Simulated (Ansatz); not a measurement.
**Ionic part of the dielectric constant of ZnS at 16 GPa, mode by mode**

Computed with DFT PBEsol, scalar-relativistic, plane waves, PAW in Ansatz. Plane waves to 420 eV; Γ-centred k mesh 10×10×10; fixed occupations. No spin polarisation. Phonons by linear response, acoustic sum rule imposed.

It takes space group F-43m (No. 216, cubic). Conventional cell: a = 5.101 Å, b = 5.101 Å, c = 5.101 Å, α = 90.00°, β = 90.00°, γ = 90.00°. Zn (site symmetry -43m) is surrounded by 4 S at 2.21 Å. S (site symmetry -43m) is surrounded by 4 Zn at 2.21 Å.

The real crystal has changed phase below this pressure.

The primitive cell has V = 33.19 Å³ and ε∞,yy = 6.156. Each polar mode adds Δε = (4.92064×10⁷/V)·S/ν² along y, with S its oscillator strength in e²/amu, ν in cm⁻¹ and V in Å³.

Question: From these modes, find each Δε and ε0,yy.
```tsv
ν (cm⁻¹)	S_yy (e²/amu)
355.3	0.1403
```

Answer:
```tsv
ν (cm⁻¹)	Δε
355.3	1.65
```

The sum is 1.647, so ε0,yy = 7.80; the run's tensor has 7.80.

Question: Where do the longitudinal modes lie for a wave vector along y?

Answer: At 400 cm⁻¹. The Lyddane–Sachs–Teller product Π(ν_LO/ν_TO)² = 1.27 matches ε0/ε∞ = 1.27.

Cost: 1 run of about 2.2 core-minutes, on Intel Xeon Processor @ 2.50GHz (Skylake/Cascade Lake) (shared hosts).

The static dielectric response is mainly electronic: the lattice adds only 1.65 to an ε∞ of 6.156. With two atoms per primitive cell, all of the ionic part comes from one triply degenerate mode, the zinc sublattice moving against the sulfur sublattice. Its contribution is modest because the polar, partly covalent sp³ bonds are stiff under compression and the inverse-square dependence on frequency penalises a hard mode. The oscillator strength, taken with the reduced mass of the pair, also implies a Born effective charge somewhat below the formal ionic value, as expected for this bonding.

The rise from 355.3 to 400 cm⁻¹ reflects the macroscopic field that accompanies longitudinal motion, screened by the electrons. Semilocal functionals usually make the gap too small and ε∞ too large, so this splitting is probably somewhat underestimated. The Lyddane–Sachs–Teller agreement shows internal consistency, not accuracy against experiment. A real optical frequency at the zone centre leaves open whether the compressed lattice is dynamically stable at other wave vectors.
